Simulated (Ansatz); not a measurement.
# Rh: a hydrostatic pressure series

A pressure series on Rh (-1 to 90 GPa): equation of state, axes and gap.

This is Rh in the hcp structure; at room conditions it is fcc.

Computed with Ansatz 0.2.0 (DFT r2SCAN, scalar-relativistic, plane waves, PAW, unless a step's input says otherwise).

2 further runs of the same task are left out: 2 set aside as unsound or not needed.

## 1. The starting structure

The structure is hexagonal, space group P6_3/mmc (No. 194). The conventional cell has a = 2.704 Å, b = 2.704 Å, c = 4.349 Å, α = 90.00°, β = 90.00°, γ = 120.00°. Rh (site symmetry -6m2) has 12 Rh at 2.68 to 2.70 Å as nearest neighbours.

Structure file:

```xyz
2
Lattice="2.7036 0.0000 0.0000 -1.3518 2.3414 0.0000 0.0000 0.0000 4.3486" Properties=species:S:1:pos:R:3 pbc="T T T"
Rh    1.3518    0.7805    3.2615
Rh    0.0000    1.5609    1.0872
```

It goes back to an entry of the Materials Project, which need not be the stable form.

It is the result of an earlier relaxation at this level (volume 13.76 Å³/atom; gap on the mesh: none (metal)).

## 2. -1 GPa

Input file input.yaml:

```yaml
crystal:
  lattice:
    - [2.7123308903, 0.0, 0.0]
    - [-1.3561654451, 2.3489474545, 0.0]
    - [0.0, 0.0, 4.3625908032]
  atoms:
    - { symbol: Rh, position: [0.6666666667, 0.3333333333, 0.75] }
    - { symbol: Rh, position: [0.3333333333, 0.6666666667, 0.25] }
basis:
  ecutwfc: 500
kpoints:
  mp_grid: { grid: [18, 18, 10] }
hamiltonian:
  xc: r2scan
scf:
  occupations: { method: gaussian, width: 0.1 }
output:
  forces: true
  stress: true
  eigenvalues: true
relax:
  adjacent_minimum: "off"
  f_tol: 0.008
  max_steps: 50
  cell: { stress_tol: 0.08, p_target: -1.0 }
```

The run is started by

```
$ ansatz run input.yaml --threads 1 --pin off --max-ram 2560MiB --backend cpu --events-out ev --progress --plain --runs-dir out
```

Further runs follow: 1 GPa; target pressure 4 GPa; target pressure 12 GPa; 25 GPa; relaxing at 50 GPa; target pressure 90 GPa.

What does the calculation give? Wanted: bulk modulus B0; B0'.

As calculated:

```
                                     quantity                        value
                             volume at 90 GPa  11.32 Å³/atom, V/V0 = 0.822
bulk modulus B0 (third-order Birch-Murnaghan)                      281 GPa
                                          B0'                          5.0
```

At 90 GPa the crystal has lost 17.8 % of its volume. The points follow one equation of state, B0 = 281 GPa. The cell gives way unevenly: a -6.5 %, b -6.5 %, c -6.0 %. Other structures may take over in this range; these runs cannot find them.
